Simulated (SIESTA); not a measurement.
TePb under changes of volume

One of the cells (33.730 Å³/atom); the others are scaled copies at fixed shape and fractional positions:

```
Pb Te
1.0
     0.00000    3.23100    3.23100
     3.23100    0.00000    3.23100
     3.23100    3.23100    0.00000
Pb Te
1 1
Direct
  0.00000 0.00000 0.00000
  0.50000 0.50000 0.50000
```

* Program: SIESTA 5.4.2
* Functional: RPBE
* Potentials or basis: PseudoDojo 0.4 standard (PBE files)
* Basis: DZP (energy shift 0.002 Ry)
* Grid cutoff: 500 Ry
* Energy shift: 0.002 Ry
* k mesh: 7 × 7 × 7
* Occupations: fermi-dirac, width 0.05 eV
* Spin: no spin polarisation

| volume (Å³/atom) | energy over the lowest point (meV/atom) | pressure (GPa) |
| --- | --- | --- |
| 31.706 | 115.72 | 8.2 |
| 32.380 | ? | ? |
| 33.055 | 57.87 | 5.6 |
| 33.730 | 38.56 | 4.5 |
| 34.404 | 21.85 | 3.5 |
| 35.079 | 9.06 | 2.6 |
| 35.753 | 0.00 | 1.7 |

Task: What does the run at 32.380 Å³/atom give?

Result: Energy over the lowest point 84.08 meV/atom; pressure 6.9 GPa.

Worked out: A Birch-Murnaghan fit of order 3 (a polynomial in V^(-2/3)) to the other rows has no minimum within the range. It gives 83.89 meV/atom at 32.380 Å³/atom, against the run's 84.08, and -dE/dV = 6.8 GPa, against 6.9.

Energies are extrapolated to zero smearing.

Caveats: semicore shells carry a single zeta, which can move pressures by several GPa and volumes by a few percent; the potentials were made for another functional, which shifts forces and pressure; the basis of atomic orbitals isn't converged, which shifts pressures, moduli and gaps.
